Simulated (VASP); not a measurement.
Write the native input for VASP 6.6.1 that does the following.

| Item | Value |
| --- | --- |
| Task | relaxation of cell and atoms |
| Functional | r2SCAN |
| Potentials or basis | VASP PAW PBE potentials, release 64 (Mn_pv, O) |
| Cutoff | 600 eV |
| k mesh | 14 × 14 × 14 |
| Occupations | gaussian, width 0.03 eV |
| Spin | collinear spin, ferromagnetic start |
| Starting moments | [5.0, 0.0] μB |
| Further INCAR settings | ALGO = Normal; EDIFF = 1e-07; AMIX = 0.2; BMIX = 0.0001; IBRION = 2; EDIFFG = -0.005; NSW = 90; ISIF = 3 |

The structure of MnO (Manganosite) lies in POSCAR:

```
MnO                                     
1.0
    0.0000000000      2.2246993692      2.2246993692
    2.2246993692      0.0000000000      2.2246993692
    2.2246993692      2.2246993692     -0.0000000000
  Mn              O             
     1     1
Direct
     0.0000000000000000    0.0000000000000000    0.0000000000000000
     0.5000000000000000    0.5000000000000000    0.5000000000000000
```

The input as run:

INCAR

```
SYSTEM = MnO
PREC = Accurate
ENCUT = 600
EDIFF = 1E-7
ISMEAR = 0
SIGMA = 0.03
LREAL = .False.
LASPH = .True.
NELM = 150
ALGO = Normal
ISIF = 3
LWAVE = .False.
LCHARG = .False.
ISPIN = 2
MAGMOM = 5 0
LORBIT = 11
LMAXMIX = 4
METAGGA = R2SCAN
LMIXTAU = .True.
IBRION = 2
NSW = 90
EDIFFG = -0.005
AMIX = 0.2
BMIX = 1E-4
AMIX_MAG = 0.8
BMIX_MAG = 1E-4
```

KPOINTS

```
regular mesh
0
Gamma
  14 14 14
  0 0 0
```

Potentials or basis: VASP PAW PBE potentials, release 64 (Mn_pv, O).

Run with:

```sh
$ cat potpaw_PBE.64/Mn_pv/POTCAR potpaw_PBE.64/O/POTCAR > POTCAR
$ mpirun -np 1 vasp_std > vasp.out
```

It gave:

The pressure after relaxing is 0.0 GPa, the band gap on the k mesh is none (metal or under the smearing width) and the net moment is 5.00 μB per cell. The site moments are Mn +4.54; O +0.23 μB and the valence electrons inside the program's atomic spheres are Mn 11.34; O 5.03.

Caveat: the relaxation stopped at its first step, so nothing moved; the PAW data sets were made with another functional, which shifts forces and pressure a little; a cell with one magnetic atom can't hold antiferromagnetic order, which such compounds often take; semilocal functionals often make such compounds metallic where correlation or magnetic order opens a gap, which also shifts bond lengths.

Wall time 3.8 min on 1 thread of Intel(R) Xeon(R) 6975P-C (Granite Rapids), with other jobs on the host, peak memory 0.23 GiB.
